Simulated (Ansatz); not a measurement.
A generator proposed this cell of NbAs.

```cif
data_structure
_symmetry_space_group_name_H-M 'P3m1'
_symmetry_Int_Tables_number 156
_cell_length_a 3.9553
_cell_length_b 3.9553
_cell_length_c 6.4395
_cell_angle_alpha 90.000
_cell_angle_beta 90.000
_cell_angle_gamma 120.000
_cell_volume 87.25
loop_
_atom_site_label
_atom_site_type_symbol
_atom_site_symmetry_multiplicity
_atom_site_Wyckoff_symbol
_atom_site_fract_x
_atom_site_fract_y
_atom_site_fract_z
_atom_site_occupancy
Nb1 Nb 1 a 0.00000 0.00000 0.20878 1
Nb2 Nb 1 b 0.33333 0.66667 0.60082 1
As1 As 1 b 0.33333 0.66667 0.00000 1
As2 As 1 c 0.66667 0.33333 0.41757 1
```

These are results of DFT PBE, scalar-relativistic, plane waves, PAW in Ansatz, not measurements. Plane waves to 420 eV, a k mesh through Γ of 6×6×4 on the computed 4-atom cell and Gaussian smearing (0.10 eV); no spin polarisation.

The zero of energy is the elements' standard structures at the same level; no fitted shifts are applied.

Q: What does a single point on this coarse mesh give?

A: The pressure is -3.5 GPa (the mean over three directions, positive in compression), the largest force is 1.10 eV/Å, and the energy is −0.10 eV/atom against the elements. The shortest distance is 2.57 Å.

Q: Is it a good guess?

A: A fair one: relaxing gains under 0.1 eV/atom (the start's value is from the coarse mesh, so the gain is rough) in 12 ionic steps and ends at −0.18 eV/atom on the finer mesh. The symmetry stays P3m1 (No. 156). The volume per atom shrinks by 6.5 %, from 21.8 to 20.4 Å³. The shortest distance goes from 2.57 Å (Nb–As) to 2.49 Å (Nb–As). The ratio c/a of the conventional cell changes by a factor of 1.20. Conventional cell: a = 3.642 Å, c = 7.102 Å. Nb on its first site is surrounded by 6 As at 2.59–2.68 Å; around Nb on its second site lie 4 As at 2.49–2.61 Å; around As on its first site lie 4 Nb at 2.61–2.68 Å; 1 more site not described.

The last run used a 12×12×8 mesh (in the run's order of axes) for its 4-atom cell and Gaussian smearing of 0.10 eV. The reference form of As is held partly by dispersion forces, which this level lacks. The relaxation can't lower the symmetry of the start, and the grade says only how near the guess is to its own end. Symmetry constrained the relaxation, so the result can be a saddle point.
